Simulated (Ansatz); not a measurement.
# C (Fd-3m) in Ansatz: a series of runs

One crystal, C, is run at these levels: PBE, PBE+D4, RPBE; tasks: single point, relaxation of cell and atoms.

Program: Ansatz 0.2.0. These are calculated values, not measurements. Logs are shortened: lines on timing, memory, paths and dates and some standing lists are left out, and cuts for length are marked.

**1. The structure**

The structure is cubic, space group Fd-3m (No. 227). The conventional cell has a = 3.567 Å, b = 3.567 Å, c = 3.567 Å, α = 90.00°, β = 90.00°, γ = 90.00°. C (site symmetry -43m) has 4 C at 1.54 Å as nearest neighbours.

This isn't the form of C at room conditions, which is graphite.

**2. Single point, PBE**

Contents of input.yaml:

```yaml
crystal:
  lattice:
    - [0.0, 1.78337, 1.78337]
    - [1.78337, 0.0, 1.78337]
    - [1.78337, 1.78337, 0.0]
  atoms:
    - { symbol: C, position: [0.75, 0.75, 0.75] }
    - { symbol: C, position: [0.5, 0.5, 0.5] }
kpoints:
  mp_grid: { grid: [13, 13, 13] }
scf:
  occupations: { method: gaussian, width: 0.03 }
hamiltonian:
  xc: pbe
  pseudopotentials: { kind: all_electron, lapw: { basis_error: 0.001 } }
output:
  forces: true
  stress: true
  eigenvalues: true
```

Potentials or basis: all-electron LAPW, scalar-relativistic.

The run is started by

```console
$ ansatz run input.yaml --threads 1 --pin off --max-ram 3072MiB --backend cpu --events-out ev --progress --plain --runs-dir out
```

What it wrote:

```text
Warning: RAYON_NUM_THREADS=1 ignored (pool sized by the plan → 1); use --threads N
LAPW: plane waves up to 10.857 Å⁻¹, error target 1.0e-3 eV per atom; small_component_spin mean_spin; C in spheres of 0.772 Å, 6 of its electrons in bands, Dirac shells [] (how accurate: hamiltonian.pseudopotentials.lapw.basis_error, Limitations)
Engine: ansatz 0.2.0, aarch64-unknown-linux-gnu
Pseudopotentials: kind: all_electron
Pseudopotential: C, LAPW, valence charge 6, lapw/all_electron/scalar/gaussian/C, Koelling and Harmon's equation, gaussian nucleus
Functional definition: PBE
  parameter kappa = 0.804
  parameter beta = 0.06672455060314922
  exchange = pbe_x(kappa = kappa, mu = beta*pi^2/3)
  correlation = pbe_c(beta = beta)
Crystal: 2 atoms, lattice volume = 11.344 Å³
Basis set: ecut = 449.0848319202388 eV, 259 PW (Γ), exchange–correlation at level 2
Bands: 10, of which v1, the nominal top of the filled ones, is band 6 counted from 1 (5 counted from 0)
Symmetry: 48 space group operations
Space group: Fd-3m (ITA 227), of the structure as read, at distance tolerance 2.2e-5 Å
k-points: 84 of 2197
Non-local potential: C, projectors of the file, none
Initial density: superposition of atomic densities (chi_scale 0.1, normalization cell)
Initial wavefunctions: plane waves of lowest kinetic energy (no species holds an atomic orbital)
Functional: x = pbe(κ = 0.804, μ = 0.2195149727645171), c = pbe(β = 0.06672455060314922)
iter 1 solved again at ethr=1.23e-2 eV; its pass at ethr=1.00e-1 eV (dr2=1.47e0 eV) is discarded
SCF iter   1: F=—  HF=-2074.076319 eV  |F-HF|=—  |Δ(HF+E_count)|=         —  Δρ=1.35e-1  dr2=1.47e0  ethr=1.23e-2  ⟨swp⟩=2.0  Hψ=6206  notcnv=0
preconditioner: auto → none  [insulator: Δε(μ)=4.850 eV  Ē_g=19.621 eV  σ=0.030 eV  W_gap=1.00  n_scr=0 (ndim 8)  ℏωp=31.2 eV  f_vac=0.000  D(μ)=0.00/eV (n_scr^D=0)  ε∞_Penn≈3.5]
SCF iter   2: F=—  HF=-2073.531223 eV  |F-HF|=—  |Δ(HF+E_count)|=   5.45e-1  Δρ=5.39e-2  dr2=2.18e-1  ethr=1.23e-2  ⟨swp⟩=3.0  Hψ=2329  notcnv=0
iter 3 solved again at ethr=6.56e-6 eV; its pass at ethr=1.81e-3 eV (dr2=7.87e-4 eV) is discarded
SCF iter   3: F=—  HF=-2073.466860 eV  |F-HF|=—  |Δ(HF+E_count)|=   6.44e-2  Δρ=4.44e-3  dr2=7.80e-4  ethr=6.56e-6  ⟨swp⟩=2.4  Hψ=4422  notcnv=0
SCF iter   4: F=—  HF=-2073.467296 eV  |F-HF|=—  |Δ(HF+E_count)|=         —  Δρ=2.96e-4  dr2=2.57e-6  ethr=6.50e-6  ⟨swp⟩=2.2  Hψ=1997  notcnv=0
the basis was enlarged: its passes take 66.6 KiB over the memory plan, 1 of 1 planned eigensolver slots
SCF iter   5: F=-2073.467302 eV  HF=-2073.467302 eV  |F-HF|=6.45e-8  |Δ(HF+E_count)|=   6.18e-6  Δρ=3.05e-5  dr2=2.85e-8  ethr=2.14e-8  ⟨swp⟩=3.0  Hψ=2182  notcnv=0
SCF 1 converged in 5 iterations: F = -2073.467302 eV  dr2 = 2.85e-8
SCF converged after 5 iterations
Free energy (F): -2073.467302 eV
Harris-Foulkes:  -2073.467302 eV  (|F-HF|=6.45e-8)
Internal energy: -2073.467302 eV  (E = F + TS)
E sigma→0 (E₀):  -2073.467302 eV
Fermi energy:    15.703377 eV
--- Per-component energies (eV) ---
  E_band       = -971.385266
  E_kinetic    = 2066.200964
  E_xc         = -295.486132
  E_electrostatic = -3844.182134  (all electrons and nuclei)
  E_smearing   = -0.000000  (= −TS)
  E_closure    = 0.000000  (closes the sum)
  E_atoms      = -2055.265647  (free atoms, spherical and without spin; not in F)
  Σ components = -2073.467302   (vs F -2073.467302, Δ=0.00e0)
  Basis errors (estimates in eV, not in F): energy 6.3e-4 per atom: plane waves 6.1e-4 (3.9e-4 summed), levels above the bands 0.0e0, relativity 1.1e-8, radial functions 1.9e-5, core shells 0.0e0; eigenvalues (radial functions only) 1.7e-6; not estimated: angular momenta, meshes, grids; target (lapw.basis_error) 1.0e-3; muffin-tin radii C 0.772 Å
--- Forces (eV/Å), atoms counted from 1 ---
  atom   1  C      0.00000000     0.00000000     0.00000000
  atom   2  C      0.00000000    -0.00000000    -0.00000000
  max |Σ_I F_I| component: 2.78e-17 eV/Å
--- Stress (GPa, compression-positive) ---
        1.754326      -0.000000      -0.000000
       -0.000000       1.754326       0.000000
       -0.000000       0.000000       1.754326
  P = ⅓ Tr σ = 1.7543 GPa (17.543 kbar)
--- Band table (eV; the first three rows and the last of 84) ---
  k-point 0: bands = ["-252.1679", "-252.1562", "-7.8415", "13.6282", "13.6282", "13.6282", "19.2283", "19.2283", "19.2283", "26.9665"]
  k-point 1: bands = ["-252.1678", "-252.1563", "-7.6777", "12.5644", "13.3500", "13.3500", "19.5930", "19.5930", "19.8555", "27.1070"]
  k-point 2: bands = ["-252.1675", "-252.1567", "-7.1881", "10.2976", "12.7220", "12.7220", "20.4196", "20.4196", "20.8792", "27.5151"]
  k-point 83: bands = ["-252.1626", "-252.1615", "0.8545", "2.3038", "4.9852", "5.9644", "23.8284", "23.9131", "25.7233", "27.0239"]
```

Wall time 4.4 s (1 thread of Arm Neoverse V1, shared host); peak memory 0.24 GiB.

What came out:

- Free energy: -2073.4673 eV
- Pressure: 1.8 GPa
- Band gap on the k mesh: 4.15 eV, indirect (least direct gap 5.60 eV)

Caveat: an odd mesh through Γ misses points on the zone boundary, where band edges often lie.

**3. Single point, PBE**

input.yaml: that of step 2 with these lines changed.

```diff
@@ -11,3 +11,3 @@
 scf:
-  occupations: { method: gaussian, width: 0.03 }
+  occupations: { method: gaussian, width: 0.014 }
 hamiltonian:
```

Potentials or basis: all-electron LAPW, scalar-relativistic.

The run is started by

```console
$ ansatz run input.yaml --threads 1 --pin off --max-ram 3072MiB --backend cpu --events-out ev --progress --plain --runs-dir out
```

Run time: 4.5 s. Hardware: 1 thread of Arm Neoverse V1, shared host; peak memory 0.24 GiB.

It converged, with:

- Free energy: -2073.4673 eV
- Pressure: 1.8 GPa
- Band gap on the k mesh: 4.15 eV, indirect (least direct gap 5.60 eV)

Levels at points of the mesh, in eV from the valence-band top:
```csv
k point,band 3,band 4,band 5,band 6,band 7,band 8,band 9,band 10
"(0.00, 0.00, 0.00)",-21.47,0.00,0.00,0.00,5.60,5.60,5.60,13.34
```

Caveat: an odd mesh through Γ misses points on the zone boundary, where band edges often lie. Expect the measured gap to be larger: semilocal functionals such as PBE lack the derivative discontinuity.

**4. Relaxation of cell and atoms, PBE+D4**

input.yaml: that of step 3 with these lines changed.

```diff
@@ -11,5 +11,6 @@
 scf:
-  occupations: { method: gaussian, width: 0.014 }
+  occupations: { method: fermi_dirac, width: 0.05 }
 hamiltonian:
   xc: pbe
+  dispersion: d4
   pseudopotentials: { kind: all_electron, lapw: { basis_error: 0.001 } }
@@ -18,2 +19,5 @@
   stress: true
-  eigenvalues: true
+relax:
+  f_tol: 0.01
+  max_steps: 60
+  cell: {}
```

Potentials or basis: all-electron LAPW, scalar-relativistic.

The run is started by

```console
$ ansatz run input.yaml --threads 1 --pin off --max-ram 3072MiB --backend cpu --events-out ev --progress --plain --runs-dir out
```

What it wrote:

```text
Warning: RAYON_NUM_THREADS=1 ignored (pool sized by the plan → 1); use --threads N
The last accepted step is kept in <dir> (removed where the run ends without a failure and the disk answers)
LAPW: plane waves up to 11.172 Å⁻¹, error target 1.0e-3 eV per atom; small_component_spin mean_spin; C in spheres of 0.749 Å, 6 of its electrons in bands, Dirac shells [] (how accurate: hamiltonian.pseudopotentials.lapw.basis_error, Limitations)
[... 8 set-up lines as earlier in the session ...]
Crystal: 2 atoms, lattice volume = 11.344 Å³
Basis set: ecut = 475.52287301653826 eV, 283 PW (Γ), exchange–correlation at level 2
Bands: 10, of which v1, the nominal top of the filled ones, is band 6 counted from 1 (5 counted from 0)
[... 2 set-up lines as earlier in the session ...]
k-points: 84 of 2197
[... 4 set-up lines as earlier in the session ...]
iter 1 solved again at ethr=1.24e-2 eV; its pass at ethr=1.00e-1 eV (dr2=1.49e0 eV) is discarded
SCF iter   1: F=—  HF=-2074.502670 eV  |F-HF|=—  |Δ(HF+E_count)|=         —  Δρ=1.36e-1  dr2=1.49e0  ethr=1.24e-2  ⟨swp⟩=2.0  Hψ=6203  notcnv=0
preconditioner: auto → none  [insulator: Δε(μ)=4.850 eV  Ē_g=19.621 eV  σ=0.050 eV  W_gap=1.00  n_scr=0 (ndim 8)  ℏωp=31.2 eV  f_vac=0.000  D(μ)=0.00/eV (n_scr^D=0)  ε∞_Penn≈3.5]
SCF iter   2: F=—  HF=-2073.957581 eV  |F-HF|=—  |Δ(HF+E_count)|=   5.45e-1  Δρ=5.42e-2  dr2=2.19e-1  ethr=1.24e-2  ⟨swp⟩=2.8  Hψ=2290  notcnv=0
iter 3 solved again at ethr=6.91e-6 eV; its pass at ethr=1.82e-3 eV (dr2=8.29e-4 eV) is discarded
SCF iter   3: F=—  HF=-2073.893215 eV  |F-HF|=—  |Δ(HF+E_count)|=   6.44e-2  Δρ=4.65e-3  dr2=8.22e-4  ethr=6.91e-6  ⟨swp⟩=2.3  Hψ=4288  notcnv=0
SCF iter   4: F=—  HF=-2073.893654 eV  |F-HF|=—  |Δ(HF+E_count)|=         —  Δρ=3.13e-4  dr2=2.95e-6  ethr=6.85e-6  ⟨swp⟩=2.2  Hψ=1882  notcnv=0
[... 24 lines left out ...]
SCF 3 converged in 3 iterations: F = -2073.894671 eV  dr2 = 1.03e-8
relax step   3: F+E_penalty+E_count = -2073.89467066 eV  Δ(F+E_penalty+E_count) = -1.621e-4 eV  max|allowed force component| = 1.110e-16 eV/Å  Δτ_max = 0.0000 Å  P = +0.016 GPa  Ω = 11.252 Å³  (3 SCF iters, accepted)
iter 1 solved again at ethr=8.55e-11 eV; its pass at ethr=1.00e-1 eV (dr2=1.03e-8 eV) is discarded
SCF iter   1: F=—  HF=-2073.894670 eV  |F-HF|=—  |Δ(HF+E_count)|=         —  Δρ=1.67e-5  dr2=1.03e-8  ethr=8.55e-11  ⟨swp⟩=4.8  Hψ=4806  notcnv=0
preconditioner: auto → none  [insulator: Δε(μ)=4.168 eV  Ē_g=19.754 eV  σ=0.050 eV  W_gap=1.00  n_scr=0 (ndim 8)  ℏωp=31.3 eV  f_vac=0.000  D(μ)=0.00/eV (n_scr^D=0)  ε∞_Penn≈3.5]
SCF iter   2: F=-2073.894670 eV  HF=-2073.894670 eV  |F-HF|=5.09e-9  |Δ(HF+E_count)|=   1.81e-8  Δρ=8.91e-6  dr2=3.05e-9  ethr=8.55e-11  ⟨swp⟩=2.0  Hψ=1852  notcnv=0
SCF 4 converged in 2 iterations: F = -2073.894670 eV  dr2 = 3.05e-9
relax step   4: F+E_penalty+E_count = -2073.89467045 eV  Δ(F+E_penalty+E_count) = +2.147e-7 eV  max|allowed force component| = 1.573e-16 eV/Å  Δτ_max = 0.0000 Å  P = +0.016 GPa  Ω = 11.252 Å³  stress off target by 1.55e-2 GPa  SCF on the basis re-selected at this cell (its energy is not comparable with the rows above)  (2 SCF iters)
basis re-selected at this cell: Δ(F+E_penalty+E_count) = +2.147e-7 eV, ΔP = -0.001 GPa vs the last step (what re-selecting the basis moved, after the strain that the cell walked since its last selection, with what the two solves' SCF thresholds leave and, on support functions, any second-order correction that the steps lacked; it is no measure of the basis error at this ecutwfc). This SCF's stress stands 1.55e-2 GPa from its target on what of the cell is left free (relax.cell.stress_tol is 5.00e-2 GPa) and its largest allowed force component is 1.57e-16 eV/Å (relax.f_tol is 1.00e-2 eV/Å): within both
SCF converged after 2 iterations
Free energy (F): -2073.894670 eV
Harris-Foulkes:  -2073.894670 eV  (|F-HF|=5.09e-9)
Internal energy: -2073.894670 eV  (E = F + TS)
E sigma→0 (E₀):  -2073.894670 eV
Fermi energy:    15.839574 eV
--- Per-component energies (eV) ---
  E_band       = -969.909699
  E_kinetic    = 2066.946155
  E_xc         = -295.675696
  E_electrostatic = -3844.735708  (all electrons and nuclei)
  E_disp       = -0.429422  (pairwise vdW)
  E_smearing   = -0.000000  (= −TS)
  E_closure    = 0.000000  (closes the sum)
  E_atoms      = -2055.265647  (free atoms, spherical and without spin; not in F)
  Σ components = -2073.894670   (vs F -2073.894670, Δ=0.00e0)
  Basis errors (estimates in eV, not in F): energy 6.2e-4 per atom: plane waves 6.0e-4 (3.9e-4 summed), levels above the bands 1.4e-80, relativity 9.6e-9, radial functions 1.9e-5, core shells 0.0e0; eigenvalues (radial functions only) 9.8e-7; not estimated: angular momenta, meshes, grids; target (lapw.basis_error) 1.0e-3; muffin-tin radii C 0.747 Å
--- Forces (eV/Å), atoms counted from 1 ---
  atom   1  C     -0.00000000    -0.00000000    -0.00000000
  atom   2  C      0.00000000     0.00000000     0.00000000
  max |Σ_I F_I| component: 5.55e-17 eV/Å
--- Stress (GPa, compression-positive) ---
        0.015523      -0.000000      -0.000000
       -0.000000       0.015523      -0.000000
       -0.000000      -0.000000       0.015523
  P = ⅓ Tr σ = 0.0155 GPa (0.155 kbar)
--- Relaxed structure (3 steps of the walk, 3 accepted, 1 SCFs on fresh bases) ---
  F+E_penalty+E_count = -2073.89467045 eV   max|allowed force component| = 1.573e-16 eV/Å   (the final SCF, on the basis selected at the relaxed cell)
  cell:  # Å, volume = 11.2521 Å³
    - [-5.095372032895589e-35, 1.778559498230578, 1.778559498230578]
    - [1.778559498230578, -3.184607520559744e-35, 1.778559498230578]
    - [1.778559498230578, 1.778559498230578, -4.458450528783641e-35]
  atoms:
    - { symbol: C, position: [0.75, 0.75, 0.75] }
    - { symbol: C, position: [0.5, 0.5, 0.5] }
```

Run time: 16 s. Hardware: 1 thread of Arm Neoverse V1, shared host; peak memory 0.26 GiB.

What came out:

| Quantity | Value |
| --- | --- |
| Free energy | -2073.8947 eV |
| Relaxed volume | 5.63 Å³/atom |
| Relaxed cell | a = 2.515 Å, b = 2.515 Å, c = 2.515 Å, α = 60.00°, β = 60.00°, γ = 60.00° |
| Space group after relaxing (to 0.05 Å) | Fd-3m (No. 227) |
| Energy gained by relaxing | 0.5 meV/atom |
| Ionic steps | 4 |
| Pressure after relaxing | 0.0 GPa |
| Band gap on the k mesh | 4.17 eV |

The path:
```
step  energy change (eV)  largest force (eV/Å)  volume (Å³)
   1              0.0000                0.0000        11.34
   2             -0.0008                0.0000        11.29
   3             -0.0010                0.0000        11.25
   4             -0.0010                0.0000        11.25
```

Final structure:
```
C
1.0
     0.00000    1.77856    1.77856
     1.77856    0.00000    1.77856
     1.77856    1.77856    0.00000
C
2
Direct
  0.75000 0.75000 0.75000
  0.50000 0.50000 0.50000
```

Caveat: an odd mesh through Γ misses points on the zone boundary, where band edges often lie.

**5. Relaxation of cell and atoms, RPBE**

input.yaml: that of step 4 with these lines changed.

```diff
@@ -13,4 +13,3 @@
 hamiltonian:
-  xc: pbe
-  dispersion: d4
+  xc: rpbe
   pseudopotentials: { kind: all_electron, lapw: { basis_error: 0.001 } }
@@ -20,3 +19,3 @@
 relax:
-  f_tol: 0.01
+  f_tol: 0.02
   max_steps: 60
```

The run is started by

```console
$ ansatz run input.yaml --threads 1 --pin off --max-ram 3072MiB --backend cpu --events-out ev --progress --plain --runs-dir out
```

Wall time 12 s (1 thread of Arm Neoverse V1, shared host); peak memory 0.26 GiB.

It converged, with:

* Free energy: -2075.9563 eV
* Relaxed volume: 5.78 Å³/atom
* Relaxed cell: a = 2.537 Å, b = 2.537 Å, c = 2.537 Å, α = 60.00°, β = 60.00°, γ = 60.00°
* Space group after relaxing (to 0.05 Å): Fd-3m (No. 227)
* Energy gained by relaxing: 2.5 meV/atom
* Ionic steps: 5
* Pressure after relaxing: 0.0 GPa
* Band gap on the k mesh: 4.11 eV

The path:
```tsv
step	energy change (eV)	largest force (eV/Å)	volume (Å³)
1	0.0000	0.0000	11.34
2	-0.0042	0.0000	11.47
3	-0.0051	0.0000	11.55
4	-0.0051	0.0000	11.55
5	-0.0051	0.0000	11.55
```

Final structure:
```
C
1.0
     0.00000    1.79422    1.79422
     1.79422    0.00000    1.79422
     1.79422    1.79422    0.00000
C
2
Cartesian
  2.6913 2.6913 2.6913
  1.7942 1.7942 1.7942
```

Caveat: an odd mesh through Γ misses points on the zone boundary, where band edges often lie.

**6. Overview**

```tsv
task	level	cell	cutoff (eV)	smearing	gap on the mesh (eV)	pressure (GPa)	relaxed volume (Å³/atom)
single point	PBE	as given	449	gaussian 0.03 eV	4.15	1.8	-
single point	PBE	as given	449	gaussian 0.014 eV	4.15	1.8	-
relaxation of cell and atoms	PBE+D4	relaxed	-	fermi-dirac 0.05 eV	4.17	0.0	5.63
relaxation of cell and atoms	RPBE	relaxed	-	fermi-dirac 0.05 eV	4.11	0.0	5.78
```

Alike in all rows: potentials or basis all-electron LAPW, scalar-relativistic; no spin polarisation; k mesh 13 × 13 × 13; basis error allowed 0.001 eV/atom.

Caveats: an odd mesh through Γ misses points on the zone boundary, where band edges often lie.

Compare energies only between runs with the same functional and basis.

**7. Against experiment**

Step 4. The cell as given is a measured one (5.67 Å³/atom); PBE+D4 puts the equilibrium volume -0.8 % from it, thermal expansion not counted.

Step 5. The cell as given is a measured one (5.67 Å³/atom); RPBE puts the equilibrium volume +1.8 % from it, thermal expansion not counted.
